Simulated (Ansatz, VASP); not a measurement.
# Two plane-wave programs on GaP

```
CELL_PARAMETERS angstrom
0.00000 2.72581 2.72581
2.72581 0.00000 2.72581
2.72581 2.72581 0.00000
ATOMIC_POSITIONS crystal
Ga 0.00000 0.00000 0.00000
P 0.75000 0.75000 0.75000
```

The cell is a database's computed one.

Alike in both runs: task relaxation of cell and atoms; functional LDA; k mesh 8 × 8 × 8; occupations gaussian, width 0.02 eV; no spin polarisation.

|  | VASP | Ansatz |
| --- | --- | --- |
| version | VASP 6.6.1 | Ansatz 0.2.0 |
| potentials or method | VASP PAW LDA potentials, release 64 (Ga_d, P) | scalar-relativistic, plane waves, PAW |
| plane-wave cutoff (eV) | 600 | 420 |
| valence electrons in the cell | 18 | 18 |

VASP gave:

* gap on the k mesh at the Fermi level, each at its own relaxed structure (eV): 1.43
* relaxed volume (Å³/atom): 19.61
* relaxed cell length with the largest relative difference (Å): 3.814
* energy change over the relaxation (meV/atom): -6

Question: Estimate Ansatz's values.

Answer: gap on the k mesh at the Fermi level, each at its own relaxed structure (eV): 1.43; relaxed volume (Å³/atom): 19.59; relaxed cell length with the largest relative difference (Å): 3.812; energy change over the relaxation (meV/atom): -6.

A k mesh can miss the band edges. LDA gaps usually lie below the measured ones, often by a third to a half.
